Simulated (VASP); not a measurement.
A run of VASP 6.6.1:

File INCAR:

```
  PREC = Accurate
  ENCUT = 900
  EDIFF = 1E-8
  ISMEAR = -1
  SIGMA = 0.1
  LREAL = False
  LASPH = True
  NELM = 100
  ALGO = Normal
  ISIF = 2
  LWAVE = False
  LCHARG = False
  METAGGA = R2SCAN
  LMIXTAU = True
  ADDGRID = False
```

Contents of KPOINTS:

```
Automatic mesh
0
Gamma
  17 17 17
```

File POSCAR:

```
Nb
1.0
   -0.0426650000      2.1137510000      2.1300390000
    2.0995070000     -0.0030870000      2.0904620000
    2.1111540000      2.0858200000     -0.0147340000
Nb
1
Direct
   -0.0113280000     -0.0286200000      0.0112220000
```

Potentials or basis: VASP PAW PBE potentials, release 64 (Nb_sv).

Launch:

```bash
$ cat potpaw_PBE.64/Nb_sv/POTCAR > POTCAR
$ mpirun -np 1 vasp_std > vasp.out
```

Hardware: 1 thread of AMD EPYC 9R45 96-Core Processor (Zen 5), on a shared host.

Task: Estimate the wall time of this run.

Result: Wall time 63 min on 1 thread of AMD EPYC 9R45 96-Core Processor (Zen 5), on a shared host, peak memory 1.1 GiB. Counts: scf iterations 20, k points 2457.
